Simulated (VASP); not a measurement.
# TiTe2 (P-3m1) in VASP: notebook

The runs below take TiTe2 through phonons, with PBE+D3(BJ).

All numbers are computed with VASP 6.6.1; they aren't measurements. Logs are shortened: lines on timing, memory, paths and dates and some standing lists are left out, and cuts for length are marked.

## (1) Starting point

The structure is trigonal, space group P-3m1 (No. 164). Conventional cell: a = 3.696 Å, b = 3.696 Å, c = 6.373 Å, α = 90.00°, β = 90.00°, γ = 120.00°. Ti (site symmetry -3m) is surrounded by 6 Te at 2.75 Å. Around Te (site symmetry 3m) lie 3 Ti at 2.75 Å.

## (2) Phonons, PBE+D3(BJ)

Contents of POSCAR:

```
TiTe2
1.0
    3.6961190213     -0.0000000000     -0.0000000000
   -1.8480595107      3.2009329679      0.0000000000
   -0.0000000000      0.0000000000      6.3729565861
  Ti              Te
     1     2
Direct
     0.0000000000000000    0.0000000000000000    0.0000000000000000
     0.6666666667000030    0.3333333332999970    0.2716629680863955
     0.3333333332999970    0.6666666667000030    0.7283370319136044
```

Contents of INCAR.step1:

```
SYSTEM = TiTe2
PREC = Accurate ; ENCUT = 600
EDIFF = 1E-8 ; ISMEAR = 1
SIGMA = 0.1 ; LREAL = .FALSE.
LASPH = .TRUE. ; NELM = 80
ALGO = Normal ; ISIF = 3
LWAVE = .FALSE. ; LCHARG = .FALSE.
GGA = PE ; IVDW = 12
IBRION = 2 ; NSW = 40
EDIFFG = -0.002
```

Contents of INCAR.step2:

```
SYSTEM = TiTe2
PREC = Accurate ; ENCUT = 600
EDIFF = 1E-8 ; ISMEAR = 1
SIGMA = 0.1 ; LREAL = .FALSE.
LASPH = .TRUE. ; NELM = 80
ALGO = Normal ; ISIF = 2
LWAVE = .FALSE. ; LCHARG = .FALSE.
GGA = PE ; IVDW = 12
IBRION = 6 ; NFREE = 2
POTIM = 0.015 ; NSW = 1
```

Contents of KPOINTS:

```
Automatic mesh
0
G
  12 12 6
  0 0 0
```

Potentials or basis: VASP PAW PBE potentials, release 64 (Ti_sv, Te).

Started as:

```
> cat potpaw_PBE.64/Ti_sv/POTCAR potpaw_PBE.64/Te/POTCAR > POTCAR
> cp INCAR.step1 INCAR
> mpirun -np 1 vasp_std > vasp.out
> cp CONTCAR POSCAR
> cp INCAR.step2 INCAR
> mpirun -np 1 vasp_std > vasp.out
```

OUTCAR:

```text
SYSTEM = TiTe2
   PREC = Accurate
   ENCUT = 600
   EDIFF = 1E-8
   ISMEAR = 1
   LREAL = .FALSE.
   LASPH = .TRUE.
   NELM = 80
   ISIF = 2
   GGA = PE
   IVDW = 12
   IBRION = 6
   NFREE = 2
   POTIM = 0.015
   NSW = 1
 IVDW          = 12

 ion  position               nearest neighbor table
   1  0.000  0.000  0.000-   2 2.75   3 2.75   2 2.75   3 2.75   2 2.75   3 2.75
   2  0.667  0.333  0.272-   1 2.75   1 2.75   1 2.75   3 3.61   3 3.61   3 3.61
   3  0.333  0.667  0.728-   1 2.75   1 2.75   1 2.75   2 3.61   2 3.61   2 3.61

  LATTYP: Found a hexagonal cell.
 ALAT       =     3.6967450275
 C/A-ratio  =     1.7242773389

  Lattice vectors:

 A1 = (   3.6967450275,  -0.0000000000,   0.0000000000)
 A2 = (  -1.8483725138,   3.2014751052,   0.0000000000)
 A3 = (   0.0000000000,   0.0000000000,   6.3742136788)

Analysis of symmetry for initial positions (statically):
=====================================================================
 Subroutine PRICEL returns:
 Original cell was already a primitive cell.

 Routine SETGRP: Setting up the symmetry group for a
 hexagonal supercell.

 Subroutine GETGRP returns: Found 12 space group operations
 (whereof 12 operations were pure point group operations)
 out of a pool of 24 trial point group operations.

The static configuration has the point symmetry D_3d.

Analysis of symmetry for dynamics (positions and initial velocities):
=====================================================================
 Subroutine PRICEL returns:
 Original cell was already a primitive cell.

 Routine SETGRP: Setting up the symmetry group for a
 hexagonal supercell.

 Subroutine GETGRP returns: Found 12 space group operations
 (whereof 12 operations were pure point group operations)
 out of a pool of 24 trial point group operations.

The dynamic configuration has the point symmetry D_3d.

 Subroutine INISYM returns: Found 12 space group operations
 (whereof 12 operations are pure point group operations),
 and found     1 'primitive' translations

----------------------------------------------------------------------------------------

                                     Primitive cell

  volume of cell :      75.4391

  direct lattice vectors                    reciprocal lattice vectors
     3.696745028 -0.000000000  0.000000000     0.270508242  0.156178007  0.000000000
    -1.848372514  3.201475105  0.000000000     0.000000000  0.312356013  0.000000000
     0.000000000  0.000000000  6.374213679     0.000000000  0.000000000  0.156882096

  length of vectors
     3.696745028  3.696745028  6.374213679     0.312356013  0.312356013  0.156882096

  position of ions in fractional coordinates (direct lattice)
     0.000000000  0.000000000  0.000000000
     0.666666667  0.333333333  0.271568478
     0.333333333  0.666666667  0.728431522

  ion indices of the primitive-cell ions
   primitive index   ion index
                 1           1
                 2           2
                 3           3

----------------------------------------------------------------------------------------

 KPOINTS: Automatic mesh

Automatic generation of k-mesh.
 Grid dimensions read from file:
 generate k-points for:   12   12    6

 Generating k-lattice:

  Cartesian coordinates                     Fractional coordinates (reciprocal lattice)
     0.022542354  0.013014834  0.000000000     0.083333333 -0.000000000  0.000000000
     0.000000000  0.026029668  0.000000000     0.000000000  0.083333333  0.000000000
     0.000000000  0.000000000  0.026147016     0.000000000  0.000000000  0.166666667

  Length of vectors
     0.026029668  0.026029668  0.026147016

  Shift w.r.t. Gamma in fractional coordinates (k-lattice)
     0.000000000  0.000000000  0.000000000

 Subroutine IBZKPT returns following result:
 ===========================================

 Found    100 irreducible k-points:

 Following reciprocal coordinates:
            Coordinates               Weight
  0.000000  0.000000  0.000000      1.000000
  0.083333  0.000000  0.000000      6.000000
  0.166667  0.000000  0.000000      6.000000
  0.250000  0.000000  0.000000      6.000000
  0.333333  0.000000  0.000000      6.000000
  0.416667  0.000000  0.000000      6.000000
[... 16 lines left out ...]
  0.166667  0.000000  0.166667      6.000000
  0.000000  0.166667  0.166667      6.000000
 [... further k-points ...]
   k-points           NKPTS =    100   k-points in BZ     NKDIM =    100   number of bands    NBANDS=     16
   number of dos      NEDOS =    301   number of ions     NIONS =      3
   total plane-waves  NPLWV =  48600
   dimension x,y,z NGX =    30 NGY =   30 NGZ =   54
   dimension x,y,z NGXF=    60 NGYF=   60 NGZF=  108
   ions per type =               1   2
   NGX,Y,Z   is equivalent  to a cutoff of  13.49, 13.49, 14.08 a.u.
   NGXF,Y,Z  is equivalent  to a cutoff of  26.98, 26.98, 28.17 a.u.
 SYSTEM =  TiTe2
   PREC   = accura    normal or accurate (medium, high low for compatibility)
   ISTART =      0    job   : 0-new  1-cont  2-samecut
   ICHARG =      2    charge: 1-file 2-atom 10-const
   ISPIN  =      1    spin polarized calculation?
   LNONCOLLINEAR =      F non collinear calculations
   LSORBIT =      F    spin-orbit coupling
   LASPH  =      T    aspherical Exc in radial PAW
   ENCUT  =  600.0 eV  44.10 Ry    6.64 a.u.   7.38  7.38 12.73*2*pi/ulx,y,z
   NELM   =     80;   NELMIN=  2; NELMDL=  0     # of ELM steps
   EDIFF  = 0.1E-07   stopping-criterion for ELM
   LREAL  =      F    real-space projection
   EDIFFG = 0.1E-06   stopping-criterion for IOM
   NSW    =     73    number of steps for IOM
   IBRION =      6    ionic relax: 0-MD 1-quasi-New 2-CG
   NFREE  =      2    steps in history (QN), initial steepest desc. (CG)
   ISIF   =      2    stress and relaxation
   ISYM   =      2    0-nonsym 1-usesym 2-fastsym
   POTIM  = 0.0150    time-step for ionic-motion
   TEBEG  =    0.0;   TEEND  =   0.0 temperature during run
   PSTRESS=    0.0 pullay stress
   NELECT =      24.0000    total number of electrons
   NUPDOWN=      -1.0000    fix difference up-down
   EMIN   =  10.00;   EMAX   =-10.00  energy-range for DOS
   EFERMI =   0.00;   METHOD = LEGACY
   ISMEAR =     1;   SIGMA  =   0.10  broadening in eV -4-tet -1-fermi 0-gaus
   EFERMI_NEDOS =   21; number of points for ismear=-14 and -15
   IALGO  =     38    algorithm
   IMIX   =      4    mixing-type and parameters
     AMIX     =   0.40;   BMIX     =  1.00
     AMIX_MAG =   1.60;   BMIX_MAG =  1.00
  volume/ion in A,a.u.               =      25.15       169.70
  Fermi-wavevector in a.u.,A,eV,Ry     =   1.117583  2.111926 16.993568  1.248992
  Thomas-Fermi vector in A             =   2.254207
   LORBIT       =      0    0 simple, 1 ext, 2 COOP (PROOUT), +10 PAW based schemes
   GGA     = PE    functional components
   LHFCALC =     F    Hartree Fock is set to
   AEXX    =    0.0000 exact exchange contribution
   IVDW    =    12    specifies the selected vdW correction
   LEPSILON=     F    determine dielectric tensor
   LRPA    =     F    only Hartree local field effects (RPA)
 finite differences with symmetry
 non-spin polarized calculation
 Methfessel and Paxton  Order N= 1 SIGMA  =   0.10
  energy-cutoff  :      600.00
  volume of cell :       75.44
 maximum number of plane-waves:      2546
 NGX is ok and might be reduce to    30
   NGX = 15   NGY = 15   NGZ = 25

--------------------------------------- Ionic step        1  -------------------------------------------

 number of electron      24.0000000 magnetization

 Free energy of the ion-electron system (eV)
  ---------------------------------------------------
  ext. energy  EPLUGINS =         0.00000000
  ---------------------------------------------------
  free energy    TOTEN  =       -16.14608008 eV

  energy without entropy =      -16.14631831  energy(sigma->0) =      -16.14615949

------------------------ aborting loop because EDIFF is reached ----------------------------------------

 Edisp (eV)   -1.56997

 E8    (eV) :    -0.7272
[... 319 lines left out ...]
--------------------------------------- Ionic step        9  -------------------------------------------

 number of electron      24.0000000 magnetization

 Free energy of the ion-electron system (eV)
  ---------------------------------------------------
  ext. energy  EPLUGINS =         0.00000000
  ---------------------------------------------------
  free energy    TOTEN  =       -16.14523634 eV

  energy without entropy =      -16.14538396  energy(sigma->0) =      -16.14528554

 E-fermi :   7.6310     XC(G=0): -10.1750

 val. band max:        7.6261687814   @ k =   0.3333   0.0000   0.5000
 cond. band min:       7.6376386409   @ k =   0.0000   0.4167   0.1667
 fundamental gap:      0.0114698595
 Fermi energy:         7.6310479403

 k-point     1 :       0.0000    0.0000    0.0000
  band No.  band energies     occupation
      1     -49.7529      2.00000
      2     -26.0200      2.00000
      3     -26.0200      2.00000
      4     -25.9841      2.00000
      5      -5.1626      2.00000
      6      -3.4556      2.00000
[... 433 lines left out ...]
      3     -26.0230      2.00000
      4     -25.9809      2.00000
      5      -4.7525      2.00000
      6      -3.4382      2.00000
[... 8 lines left out ...]
     15       8.9073     -0.00000
     16      10.4360      0.00000

 [... further k-points ...]

------------------------ aborting loop because EDIFF is reached ----------------------------------------

 Edisp (eV)   -1.56989

 E8    (eV) :    -0.7272
[... 26 lines left out ...]
  FREE ENERGIE OF THE ION-ELECTRON SYSTEM (eV)
  ---------------------------------------------------
  free  energy   TOTEN  =       -17.7151299333 eV

  energy  without entropy=      -17.7152775599  energy(sigma->0) =      -17.71517914

 INTERNAL STRAIN TENSORS FROM DISPLACED ATOMS
 ============================================

 INTERNAL STRAIN TENSOR FOR ION    1 for displacements in x,y,z  (eV/Angst):
          X           Y           Z          XY          YZ          ZX
  --------------------------------------------------------------------------------
  x     0.00000     0.00000     0.00000     0.00000     0.00000     0.00000
  y     0.00000     0.00000     0.00000     0.00000     0.00000     0.00000
  z     0.00000     0.00000     0.00000     0.00000     0.00000     0.00000

 INTERNAL STRAIN TENSOR FOR ION    3 for displacements in x,y,z  (eV/Angst):
          X           Y           Z          XY          YZ          ZX
  --------------------------------------------------------------------------------
  x    -0.00000     0.00000     0.00000     2.10305    -0.00000     6.62745
  y     2.10305    -2.10305     0.00000     0.00000     6.62746    -0.00000
  z     6.43781     6.43781    12.59793    -0.00000     0.00000    -0.00000

 Eigenvectors and eigenvalues of the dynamical matrix
 ----------------------------------------------------

   1 f  =    8.611222 THz    54.105906 2PiTHz  287.239460 cm-1    35.613138 meV
             X         Y         Z           dx          dy          dz
      0.000000  0.000000  0.000000     0.000000    0.000000    0.917648
      1.848373  1.067158  1.731036     0.000000    0.000000   -0.281000
     -0.000000  2.134317  4.643178    -0.000000   -0.000000   -0.281000
[... 43 lines left out ...]
   9 f/i=    0.002105 THz     0.013229 2PiTHz    0.070228 cm-1     0.008707 meV
             X         Y         Z           dx          dy          dz
      0.000000  0.000000  0.000000    -0.248447    0.309789    0.000000
      1.848373  1.067158  1.731036    -0.406017    0.506263    0.000000
     -0.000000  2.134317  4.643178    -0.406017    0.506263    0.000000

 ELASTIC MODULI CONTR FROM IONIC RELAXATION (kBar)
 Direction    XX          YY          ZZ          XY          YZ          ZX
 --------------------------------------------------------------------------------
 XX        -201.6142   -125.2416   -319.8066      0.0000   -120.3385      0.0000
 YY        -125.2416   -201.6142   -319.8066      0.0000    120.3385     -0.0000
 ZZ        -319.8066   -319.8066   -625.8189      0.0000      0.0000      0.0000
 XY           0.0000      0.0000      0.0000    -38.1863     -0.0000   -120.3384
 YZ        -120.3385    120.3385      0.0000     -0.0000   -379.2290      0.0000
 ZX           0.0000     -0.0000      0.0000   -120.3384      0.0000   -379.2282
 --------------------------------------------------------------------------------
```

Wall time 22 min (1 thread of AMD EPYC 9R45 (Zen 5), shared host); peak memory 1.1 GiB.

What came out:

```yaml
Relaxed_volume: 25.15 Å³/atom
Relaxed_cell: a = 3.697 Å, b = 3.697 Å, c = 6.374 Å, α = 90.00°, β = 90.00°, γ = 120.00°
Space_group_after_relaxing_to_0.05_Å: P-3m1 (No. 164)
Highest_phonon_frequency_at_Γ_LO-TO_splitting_left_out: 287 cm⁻¹
Dispersion_energy_per_atom: -0.523 eV
```

Final structure:
```
Ti Te
1.0
     3.69675    0.00000    0.00000
    -1.84837    3.20148    0.00000
     0.00000    0.00000    6.37421
Ti Te
1 2
Cartesian
  0.0000 0.0000 0.0000
  1.8484 1.0672 1.7310
  0.0000 2.1343 4.6432
```

Phonon frequencies in cm⁻¹ (negative: imaginary):
```tsv
q point	frequencies
(0.000, 0.000, 0.000)	0 0 0 102 102 152 181 181 287
```

(Part 1 of 2 ends here.)
